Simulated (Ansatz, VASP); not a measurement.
## One calculation of SiC, two programs

```
Si C
1.0
    -0.45100    1.54022    2.62916
     2.17816    0.00000    2.17816
     2.62915    1.54021   -0.45100
Si C
1 1
Direct
  0.00000 0.12500 0.75000
  0.75000 0.62500 0.00000
```

Change from the starting cell: all atoms moved at random, sigma 0.4 Å a component; relaxed back.

Alike in both runs: functional r2SCAN; k mesh 8 × 8 × 8; occupations gaussian, width 0.05 eV; no spin polarisation.

Ansatz relaxed the structure, and its values are those at the end. VASP's run is a single point on that final structure, the one shown.

|  | VASP | Ansatz |
| --- | --- | --- |
| version | VASP 6.6.1 | Ansatz 0.2.0 |
| potentials or method | VASP PAW PBE potentials, release 64 (Si, C) | scalar-relativistic, plane waves, PAW |
| plane-wave cutoff (eV) | 520 | 500 |
| valence electrons in the cell | 8 | 8 |

```csv
,VASP,Ansatz,Ansatz less VASP
gap on the k mesh at the Fermi level (eV),1.72,1.71,-0.011
least direct gap on the mesh (eV),5.06,5.05,-0.013
pressure (GPa),-0.2,0.0,+0.17
```

With one functional, cell and mesh, what is left measures potentials, basis and numerics.

Caveats: the PAW data sets were made with another functional, which shifts forces and pressure a little (VASP). A k mesh can miss the band edges.
